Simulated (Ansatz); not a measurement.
# Al (Fm-3m) in Ansatz: equation of state

Aim: energy against volume of Al in PBE, for its equilibrium volume and stiffness.

Everything below comes from runs of Ansatz 0.2.0. Logs are shortened: lines on timing, memory, paths and dates and some standing lists are left out, and cuts for length are marked.

**Measured values to compare with.**

“The interpretation of polycrystalline coherent inelastic neutron scattering from aluminium”, 2013, pmc:3831299 quotes, for a bulk crystal of Al: bulk modulus 76.9 GPa.

How close the calculation comes is told below.

### 1 The crystal as given

The structure is cubic, space group Fm-3m (No. 225). The conventional cell has a = 4.050 Å, b = 4.050 Å, c = 4.050 Å, α = 90.00°, β = 90.00°, γ = 90.00°. Around Al (site symmetry m-3m) lie 12 Al at 2.86 Å.

### 2 Single point, PBE, 15.61 Å³/atom (volume scaled by 0.94)

input.yaml reads:

```yaml
crystal:
  lattice:
    - [0.0, 1.9834708509, 1.9834708509]
    - [1.9834708509, 0.0, 1.9834708509]
    - [1.9834708509, 1.9834708509, 0.0]
  atoms:
    - { symbol: Al, position: [0.0, 0.0, 0.0] }
hamiltonian:
  xc: pbe
  pseudopotentials: { kind: paw }
kpoints:
  mp_grid: { grid: [11, 11, 11] }
scf:
  occupations: { method: fermi_dirac, width: 0.05 }
output:
  forces: true
  stress: true
  eigenvalues: true
```

Potentials or basis: Ansatz PAW.

Launch:

```console
> ansatz run input.yaml --threads 1 --pin off --max-ram 2560MiB --backend cpu --events-out ev --progress --plain --runs-dir out
```

Standard output:

```text
Warning: RAYON_NUM_THREADS=1 ignored (pool sized by the plan → 1); use --threads N
Engine: ansatz 0.2.0, x86_64-unknown-linux-gnu
Pseudopotentials: kind: paw
Pseudopotential: Al, paw, valence charge 3, recommended cutoff 420 eV (normal), Al.paw.azcp
Functional definition: PBE
  parameter kappa = 0.804
  parameter beta = 0.06672455060314922
  exchange = pbe_x(kappa = kappa, mu = beta*pi^2/3)
  correlation = pbe_c(beta = beta)
Crystal: 1 atoms, lattice volume = 15.607 Å³
Basis set: ecut = 420 eV, 307 PW (Γ), exchange–correlation on 40×40×40 points (8 copies of the dense FFT grid, shifted against one another)
Bands: 6, of which v1, the nominal top of the filled ones, is band 2 counted from 1 (1 counted from 0)
Symmetry: 48 space group operations
Space group: Fm-3m (ITA 225), of the structure as read, at distance tolerance 2.5e-5 Å
k-points: 56 of 1331
Non-local potential: Al, projectors of the file, l = 0: 2, l = 1: 2, l = 2: 1
PAW form: soft (Blöchl's): semilocal exchange-correlation on the pseudo side does not see the compensation charge
PAW one-centre angular grid: Al, 110 points (default); XC on 64 Gauss nodes
Initial density: superposition of atomic densities (neutral atoms: chi_scale 0, normalization atom), corrected by the library's trained network
Initial wavefunctions: pseudopotential atomic-orbital guess
Functional: x = pbe(κ = 0.804, μ = 0.2195149727645171), c = pbe(β = 0.06672455060314922)
SCF iter   1: F=—  HF=-537.498773 eV  |F-HF|=—  |Δ(HF+E_count)|=         —  Δρ=6.71e-4  dr2=3.88e-5  ethr=1.77e-3  ⟨swp⟩=4.9  Hψ=2933  notcnv=0
preconditioner: auto → none  [metal: Δε(μ)=0.075 eV  Ē_g=13.703 eV  σ=0.050 eV  W_gap=0.36  n_scr=0 (ndim 8)  ℏωp=16.3 eV  f_vac=0.000  D(μ)=0.51/eV (n_scr^D=0)]
SCF iter   2: F=—  HF=-537.498787 eV  |F-HF|=—  |Δ(HF+E_count)|=   1.38e-5  Δρ=3.35e-4  dr2=9.09e-6  ethr=1.29e-6  ⟨swp⟩=1.7  Hψ=825  notcnv=0
iter 3 did not close the SCF: its close was put off for the readings that it lacked (scf_convergence_deferred on its scf_iter line)
SCF iter   3: F=-537.498793 eV  HF=-537.498793 eV  |F-HF|=1.27e-8  |Δ(HF+E_count)|=   6.48e-6  Δρ=1.29e-5  dr2=9.94e-9  ethr=3.03e-7  ⟨swp⟩=1.8  Hψ=368  notcnv=0
iter 4 did not close the SCF: its close was put off for the readings that it lacked (scf_convergence_deferred on its scf_iter line)
SCF iter   4: F=-537.498793 eV  HF=-537.498793 eV  |F-HF|=5.92e-10  |Δ(HF+E_count)|=   1.15e-8  Δρ=3.35e-6  dr2=8.24e-10  ethr=3.31e-10  ⟨swp⟩=1.4  Hψ=340  notcnv=0
iter 5 did not close the SCF: its close was put off for the readings that it lacked (scf_convergence_deferred on its scf_iter line)
SCF iter   5: F=-537.498793 eV  HF=-537.498793 eV  |F-HF|=6.82e-13  |Δ(HF+E_count)|=  6.21e-10  Δρ=6.52e-8  dr2=3.67e-13  ethr=2.75e-11  ⟨swp⟩=1.3  Hψ=334  notcnv=0
SCF iter   6: F=-537.498793 eV  HF=-537.498793 eV  |F-HF|=0.00e0  |Δ(HF+E_count)|=  1.14e-12  Δρ=1.01e-8  dr2=1.44e-14  ethr=1.00e-12  ⟨swp⟩=2.0  Hψ=1096  notcnv=0
SCF 1 converged in 6 iterations: F = -537.498793 eV  dr2 = 1.44e-14
SCF converged after 6 iterations
Free energy (F): -537.498793 eV
Harris-Foulkes:  -537.498793 eV  (|F-HF|=0.00e0)
Internal energy: -537.494895 eV  (E = F + TS)
E sigma→0 (E₀):  -537.496844 eV
Entropy (-TS):   -0.003898 eV (-3.898 meV/atom)
Fermi energy:    8.532320 eV
--- Per-component energies (eV) ---
  E_band       = 11.866529
  E_kinetic    = 23.621733
  E_local      = 10.750778  (includes V_loc(G=0)·N_el)
  E_nonlocal   = 10.453825
  E_hartree    = 0.115039
  E_xc         = -40.105529
  E_vxc        = -29.442535  (∫ρ·V_xc dr)
  E_paw        = -467.438853  (= ΣΔE_a)
  E_vpaw       = -3.747350  (= ΣTr[D̂ρ^β])
  E_aug_tail   = -0.000002  (compensation charges beyond the density's cutoff)
  E_ewald      = -74.891887
  E_smearing   = -0.003898  (= −TS)
  E_closure    = 0.000000  (closes the sum)
  Σ components = -537.498793   (vs F -537.498793, Δ=0.00e0)
--- Forces (eV/Å), atoms counted from 1 ---
  atom   1  Al     0.00000000     0.00000000     0.00000000
  max |Σ_I F_I| component: 1.49e-32 eV/Å
--- Stress (GPa, compression-positive) ---
        5.050281       0.000000       0.000000
        0.000000       5.050281       0.000000
        0.000000      -0.000000       5.050281
  P = ⅓ Tr σ = 5.0503 GPa (50.503 kbar)
--- Band table (eV; the first three rows and the last of 56) ---
  k-point 0: bands = ["-2.9809", "21.3646", "21.3646", "21.3646", "23.3984", "23.3984"]
  k-point 1: bands = ["-2.7480", "18.5015", "20.8300", "20.8300", "23.9098", "24.2908"]
  k-point 2: bands = ["-2.0519", "14.7585", "20.1402", "20.1402", "23.6141", "25.0163"]
  k-point 55: bands = ["7.0593", "7.3191", "8.8462", "10.9210", "22.9095", "25.9623"]
```

It took 0.29 s on 1 thread of INTEL XEON PLATINUM 8581C at 2.30GHz (Emerald Rapids), shared host; peak memory 0.31 GiB.

Results:

* Free energy: -537.4988 eV
* Pressure: 5.1 GPa
* Band gap on the k mesh: none (metal or under the smearing width)

### 3 Single point, PBE, 15.94 Å³/atom (volume scaled by 0.96)

input.yaml, as its differences from that of step 2:

```diff
@@ -2,5 +2,5 @@
   lattice:
-    - [0.0, 1.9834708509, 1.9834708509]
-    - [1.9834708509, 0.0, 1.9834708509]
-    - [1.9834708509, 1.9834708509, 0.0]
+    - [0.0, 1.9974394157, 1.9974394157]
+    - [1.9974394157, 0.0, 1.9974394157]
+    - [1.9974394157, 1.9974394157, 0.0]
   atoms:
```

Potentials or basis: Ansatz PAW.

Launch:

```console
> ansatz run input.yaml --threads 1 --pin off --max-ram 2560MiB --backend cpu --events-out ev --progress --plain --runs-dir out
```

It took 0.3 s on 1 thread of INTEL XEON PLATINUM 8581C at 2.30GHz (Emerald Rapids), shared host; peak memory 0.31 GiB.

Results (log left out):

- Free energy: -537.5071 eV
- Pressure: 3.0 GPa
- Band gap on the k mesh: none (metal or under the smearing width)

### 4 Single point, PBE, 16.27 Å³/atom (volume scaled by 0.98)

input.yaml, as its differences from that of step 3:

```diff
@@ -2,5 +2,5 @@
   lattice:
-    - [0.0, 1.9974394157, 1.9974394157]
-    - [1.9974394157, 0.0, 1.9974394157]
-    - [1.9974394157, 1.9974394157, 0.0]
+    - [0.0, 2.0112152952, 2.0112152952]
+    - [2.0112152952, 0.0, 2.0112152952]
+    - [2.0112152952, 2.0112152952, 0.0]
   atoms:
```

Launch:

```console
> ansatz run input.yaml --threads 1 --pin off --max-ram 2560MiB --backend cpu --events-out ev --progress --plain --runs-dir out
```

It took 0.29 s on 1 thread of INTEL XEON PLATINUM 8581C at 2.30GHz (Emerald Rapids), shared host; peak memory 0.31 GiB.

The run converged. Its results:

* Free energy: -537.5115 eV
* Pressure: 1.2 GPa
* Band gap on the k mesh: none (metal or under the smearing width)

### 5 Single point, PBE, 16.60 Å³/atom

input.yaml, as its differences from that of step 4:

```diff
@@ -2,5 +2,5 @@
   lattice:
-    - [0.0, 2.0112152952, 2.0112152952]
-    - [2.0112152952, 0.0, 2.0112152952]
-    - [2.0112152952, 2.0112152952, 0.0]
+    - [0.0, 2.024805, 2.024805]
+    - [2.024805, 0.0, 2.024805]
+    - [2.024805, 2.024805, 0.0]
   atoms:
```

Launch:

```console
> ansatz run input.yaml --threads 1 --pin off --max-ram 2560MiB --backend cpu --events-out ev --progress --plain --runs-dir out
```

Wall time 0.3 s (1 thread of INTEL XEON PLATINUM 8581C at 2.30GHz (Emerald Rapids), shared host); peak memory 0.31 GiB.

It converged, with:

```yaml
Free_energy: -537.5123 eV
Pressure: -0.4 GPa
Band_gap_on_the_k_mesh: none (metal or under the smearing width)
```

### 6 Single point, PBE, 16.93 Å³/atom (volume scaled by 1.02)

input.yaml, as its differences from that of step 5:

```diff
@@ -2,5 +2,5 @@
   lattice:
-    - [0.0, 2.024805, 2.024805]
-    - [2.024805, 0.0, 2.024805]
-    - [2.024805, 2.024805, 0.0]
+    - [0.0, 2.0382146954, 2.0382146954]
+    - [2.0382146954, 0.0, 2.0382146954]
+    - [2.0382146954, 2.0382146954, 0.0]
   atoms:
@@ -18 +18,5 @@
   eigenvalues: true
+  write_density: true
+  write_potential: true
+  elf: true
+  volumetric_format: npy
```

Potentials or basis: Ansatz PAW.

Launch:

```console
> ansatz run input.yaml --threads 1 --pin off --max-ram 2560MiB --backend cpu --events-out ev --progress --plain --runs-dir out
```

It took 0.37 s on 1 thread of INTEL XEON PLATINUM 8581C at 2.30GHz (Emerald Rapids), shared host; peak memory 0.32 GiB.

The run converged. Its results:

- Free energy: -537.5098 eV
- Pressure: -1.9 GPa
- Band gap on the k mesh: none (metal or under the smearing width)

### 7 Single point, PBE, 17.27 Å³/atom (volume scaled by 1.04)

input.yaml, as its differences from that of step 6:

```diff
@@ -2,5 +2,5 @@
   lattice:
-    - [0.0, 2.0382146954, 2.0382146954]
-    - [2.0382146954, 0.0, 2.0382146954]
-    - [2.0382146954, 2.0382146954, 0.0]
+    - [0.0, 2.0514502267, 2.0514502267]
+    - [2.0514502267, 0.0, 2.0514502267]
+    - [2.0514502267, 2.0514502267, 0.0]
   atoms:
```

Launch:

```console
> ansatz run input.yaml --threads 1 --pin off --max-ram 2560MiB --backend cpu --events-out ev --progress --plain --runs-dir out
```

It took 0.4 s on 1 thread of INTEL XEON PLATINUM 8581C at 2.30GHz (Emerald Rapids), shared host; peak memory 0.31 GiB.

It converged, with:

| Quantity | Value |
| --- | --- |
| Free energy | -537.5046 eV |
| Pressure | -3.2 GPa |
| Band gap on the k mesh | none (metal or under the smearing width) |

### 8 Single point, PBE, 17.60 Å³/atom (volume scaled by 1.06)

input.yaml, as its differences from that of step 7:

```diff
@@ -2,5 +2,5 @@
   lattice:
-    - [0.0, 2.0514502267, 2.0514502267]
-    - [2.0514502267, 0.0, 2.0514502267]
-    - [2.0514502267, 2.0514502267, 0.0]
+    - [0.0, 2.0645171409, 2.0645171409]
+    - [2.0645171409, 0.0, 2.0645171409]
+    - [2.0645171409, 2.0645171409, 0.0]
   atoms:
```

Launch:

```console
> ansatz run input.yaml --threads 1 --pin off --max-ram 2560MiB --backend cpu --events-out ev --progress --plain --runs-dir out
```

Run time: 0.38 s. Hardware: 1 thread of INTEL XEON PLATINUM 8581C at 2.30GHz (Emerald Rapids), shared host; peak memory 0.31 GiB.

It converged, with:

* Free energy: -537.4967 eV
* Pressure: -4.4 GPa
* Band gap on the k mesh: none (metal or under the smearing width)

### 9 Equation of state, PBE

Potentials or basis: Ansatz PAW.

No new run: the results of the series are fitted here.

Results:

| Quantity | Value |
| --- | --- |
| Equilibrium volume | 16.51 Å³/atom |
| Bulk modulus | 79 GPa |
| Pressure derivative of the bulk modulus | 4.5 |

Energy against volume, from the lowest point:
```
volume (Å³/atom)  energy (meV/atom)
          15.607              13.49
          15.939               5.15
          16.271               0.79
          16.603               0.00
          16.935               2.43
          17.267               7.72
          17.599              15.58
```

### 10 Against experiment

Step 9. Measured bulk modulus of Al: 76.9 GPa (quoted in “The interpretation of polycrystalline coherent inelastic neutron scattering from aluminium”, 2013, pmc:3831299). This calculation gives 79 GPa (+2.8 %). The fit is for a static lattice scaled at fixed shape and fixed fractional positions. The cell as given is a measured one (16.60 Å³/atom); PBE puts the equilibrium volume -0.5 % from it, thermal expansion not counted.
